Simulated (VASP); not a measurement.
## A VASP 6.6.1 single-point calculation on MgH2

INCAR

```
NSW = 0
LCHARG = .FALSE.
LREAL = .FALSE.
NBANDS = 9
ENCUT = 520
LASPH = .TRUE.
GGA = PE
IBRION = -1
LWAVE = .FALSE.
PREC = Accurate
NELECT = 3
EDIFF = 1E-7
ISIF = 2
SIGMA = 0.02
ISMEAR = -1
NELM = 120
```

KPOINTS

```
KPOINTS created by Atomic Simulation Environment
0
Monkhorst-Pack
10 10 10
0 0 0
```

POSCAR

```
Mg H
 1.0000000000000000
    -0.0000000000000000    2.3649613291016132    2.3649613291016132
     2.3649613291016132   -0.0000000000000000    2.3649613291016132
     2.3649613291016132    2.3649613291016132   -0.0000000000000000
 Mg  H
   1   2
Cartesian
 -0.0000000000000000  0.0000000000000000  0.0000000000000000
  1.1824806645508066  1.1824806645508066  1.1824806645508066
  3.5474419936524195  3.5474419936524200  3.5474419936524200
```

The recommended PBE PAW datasets give the neutral cell 4 valence electrons.

Command

```
mpirun -np 1 vasp_std
```

OSZICAR

```
N       E                     dE             d eps       ncg     rms          rms(c)
DAV:   1    -0.593804759605E+01   -0.59380E+01   -0.10184E+03  2092   0.193E+02
DAV:   2    -0.882075521410E+01   -0.28827E+01   -0.27550E+01  2608   0.294E+01
DAV:   3    -0.888774875177E+01   -0.66994E-01   -0.66878E-01  2388   0.392E+00
DAV:   4    -0.888787347638E+01   -0.12472E-03   -0.12472E-03  2667   0.161E-01
DAV:   5    -0.888787381950E+01   -0.34312E-06   -0.34313E-06  2400   0.710E-03    0.241E+00
DAV:   6    -0.936272588693E+01   -0.47485E+00   -0.11354E-01  2040   0.115E+00    0.107E+00
DAV:   7    -0.934818404958E+01    0.14542E-01   -0.12508E-01  2201   0.147E+00    0.631E-01
DAV:   8    -0.933918242528E+01    0.90016E-02   -0.12943E-02  2078   0.484E-01    0.124E-01
DAV:   9    -0.933921208411E+01   -0.29659E-04   -0.82616E-04  2500   0.119E-01    0.341E-02
DAV:  10    -0.933919342327E+01    0.18661E-04   -0.28499E-05  2239   0.208E-02    0.736E-03
DAV:  11    -0.933919382613E+01   -0.40286E-06   -0.33627E-06  2463   0.706E-03    0.344E-03
DAV:  12    -0.933919398204E+01   -0.15590E-06   -0.36501E-07  2284   0.239E-03    0.336E-04
DAV:  13    -0.933919397472E+01    0.73195E-08   -0.21482E-08  1195   0.557E-04
   1 F= -.93391940E+01 E0= -.93390945E+01  d E =-.198959E-03
```

From OUTCAR

```
k-points           NKPTS =    110   k-points in BZ     NKDIM =    110   number of bands    NBANDS=      9

   NELECT =       3.0000    total number of electrons

   dimension x,y,z NGX =    28 NGY =   28 NGZ =   28
   dimension x,y,z NGXF=    56 NGYF=   56 NGZF=   56

  energy-cutoff  :      520.00
  volume of cell :       26.45
      direct lattice vectors                 reciprocal lattice vectors
     0.000000000  2.364961329  2.364961329    -0.211419947  0.211419947  0.211419947
     2.364961329  0.000000000  2.364961329     0.211419947 -0.211419947  0.211419947
     2.364961329  2.364961329  0.000000000     0.211419947  0.211419947 -0.211419947

 k-points in reciprocal lattice and weights: KPOINTS created by Atomic Simulation Env
   0.05000000  0.05000000  0.05000000       0.002
   0.15000000  0.05000000  0.05000000       0.006
   0.25000000  0.05000000  0.05000000       0.006
   0.35000000  0.05000000  0.05000000       0.006
   0.45000000  0.05000000  0.05000000       0.006
  -0.45000000  0.05000000  0.05000000       0.006
  -0.35000000  0.05000000  0.05000000       0.006
  -0.25000000  0.05000000  0.05000000       0.006
   ...

 E-fermi :  -0.4563

 k-point     1 :       0.0500    0.0500    0.0500
  band No.  band energies     occupation
      1      -6.7181      2.00000
      2       3.2667      0.00000
      3      12.7399      0.00000
      4      12.9249      0.00000
      5      12.9249      0.00000
      6      15.8118      0.00000
      7      16.1665      0.00000
      8      16.1665      0.00000
      9      16.3163      0.00000

 k-point     2 :       0.1500    0.0500    0.0500
  band No.  band energies     occupation
      1      -6.4792      2.00000
      2       2.8119      0.00000
      3      11.6956      0.00000
      4      12.4708      0.00000
      5      13.1856      0.00000
      6      14.7878      0.00000
      7      16.2614      0.00000
      8      16.9062      0.00000
      9      17.3981      0.00000

 k-point     3 :       0.2500    0.0500    0.0500
  band No.  band energies     occupation
      1      -5.8897      2.00000
      2       1.7657      0.00000
      3      10.5560      0.00000
      4      12.1334      0.00000
      5      13.1043      0.00000
      6      13.2776      0.00000
      7      15.3228      0.00000
      8      17.1215      0.00000
      9      17.7983      0.00000

 k-point     4 :       0.3500    0.0500    0.0500
  band No.  band energies     occupation
      1      -4.9707      2.00000
      2       0.3269      0.00000
      3       9.8853      0.00000
      4      11.9025      0.00000
      5      12.0479      0.00000
      6      13.0827      0.00000
      7      13.9074      0.00000
      8      15.8018      0.00000
      9      19.6574      0.00000

 k-point     5 :       0.4500    0.0500    0.0500
  band No.  band energies     occupation
      1      -3.7594      2.00000
      2      -1.2650      2.00000
      3       9.7439      0.00000
      4      10.8561      0.00000
      5      12.2558      0.00000
      6      12.8158      0.00000
      7      13.3134      0.00000
      8      14.7115      0.00000
      9      21.9153      0.00000

 ...

  Total       -4.8614744     -4.8614744     -4.8614744     -0.0000000     -0.0000000     -0.0000000
  in kB     -294.4262060   -294.4262060   -294.4262060     -0.0000000     -0.0000000     -0.0000000
  external PRESSURE =    -294.4262060 kB  Pullay stress =       0.0000000 kB

 POSITION                                       TOTAL-FORCE (eV/Angst)
 -----------------------------------------------------------------------------------
      0.00000      0.00000      0.00000         0.000000     -0.000000     -0.000000
      1.18248      1.18248      1.18248        -0.000000     -0.000000     -0.000000
      3.54744      3.54744      3.54744         0.000000      0.000000      0.000000
 -----------------------------------------------------------------------------------
    total drift:                                0.000000      0.000000      0.000000

  FREE ENERGIE OF THE ION-ELECTRON SYSTEM (eV)
  ---------------------------------------------------
  free  energy   TOTEN  =        -9.3391939747 eV

  energy  without entropy=       -9.3389950155  energy(sigma->0) =       -9.33909450
```

It converged. Results: pressure -29.4 GPa.

The cell is charged and sits in a uniform background. The shifted mesh misses Γ, so a band edge there is missed.

For comparison, a separate PBE run of the intended cell, on usual settings and not on those above, gives a gap of -1.33 eV on its mesh and a pressure of 0.7 GPa.

The run above took about 31 s on one core of a shared host (Intel Xeon Platinum 8488C) and held 0.17 GiB at most.
